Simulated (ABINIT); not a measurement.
Runs of ABINIT 10.8.3 (patched build) on Sn. It takes space group I4_1/amd (No. 141, tetragonal). The conventional cell has a = 5.880 Å, b = 5.880 Å, c = 3.199 Å, α = 90.00°, β = 90.00°, γ = 90.00°. Sn (site symmetry -4m2) is surrounded by 6 Sn at 3.05 to 3.20 Å. 

```csv
task,level,potentials or basis,cell,k mesh,cutoff (eV),fine-grid cutoff,cell freedom (optcell),cutoff smearing ecutsm (Ha),optimiser (ionmov),force stop (Ha/bohr),mesh quality,gap on the mesh (eV),pressure (GPa),V0 of scaled cells (Å³/atom),B0 (GPa)
single point,r2SCAN,JTH PAW PBE v2.0,as given,7 × 7 × 7,707,1306.15 eV,-,-,-,-,not flagged,none,-,-,-
single point,PBE,JTH PAW PBE v2.0,as given,9 × 9 × 9,599,1197.3 eV,-,-,-,-,not flagged,none,1.5,-,-
single point,r2SCAN,JTH PAW PBE v2.0,as given,4 × 4 × 4,707,1306.15 eV,-,-,-,-,coarse,none,-,-,-
band structure,LDA-PZ,JTH PAW LDA v2.0,as given,9 × 9 × 9,408,816.342 eV,-,-,-,-,not flagged,none,-,-,-
equation of state,PBE,JTH PAW PBE v2.0 sp,as given,9 × 9 × 9,408,816.342 eV,-,-,-,-,not flagged,-,-,28.42,(a)
single point,LDA,JTH PAW LDA v2.0,as given,4 × 4 × 4,408,816.342 eV,-,-,-,-,coarse,none,-,-,-
single point,PBEsol,PseudoDojo NC SR PBEsol v0.4.1 standard,as given,9 × 9 × 9,980,-,-,-,-,-,not flagged,none,-1.4,-,-
single point,LDA,JTH PAW LDA v2.0,as given,12 × 12 × 12,408,816.342 eV,-,-,-,-,not flagged,none,-,-,-
single point,LDA,JTH PAW LDA v2.0,as given,7 × 7 × 7,408,816.342 eV,-,-,-,-,not flagged,none,-,-,-
relaxation of cell and atoms,PBE+D3,JTH PAW PBE v2.0,relaxed,7 × 7 × 7,599,1197.3 eV,2,0.5,2,0.0001,not flagged,none,0.0,-,-
band structure,PBE,JTH PAW PBE v2.0,as given,7 × 7 × 7,599,1197.3 eV,-,-,-,-,not flagged,none,(b),-,-
equation of state,PBEsol,PseudoDojo NC SR PBEsol v0.4.1 standard,as given,9 × 9 × 9,980,-,-,-,-,-,not flagged,-,-,26.96,56
```

Alike in all rows: no spin polarisation; smearing fermi-dirac 0.05 eV.

Q: Fill in the values left out.

A: (a) 49; (b) 1.3.

Caveats: some runs use coarse meshes; the PAW data sets were made with another functional, which shifts forces and pressure a little (some runs); pressures at fixed basis lie under the slope of the energies (some runs); the cell was scaled at fixed shape and fractional positions, which overstates the stiffness of a crystal with free parameters, most of all of layers and chains (some runs); this set keeps more shells in the core, which shifts pressures and gaps (some runs); pairwise dispersion overbinds metals, which lowers pressure and volume (some runs).

A k mesh can miss the band edges, and the runs leave out spin-orbit coupling on Sn.

A gap of «none» marks a metal or a gap under the smearing width.

Not every run made on this cell is shown here.
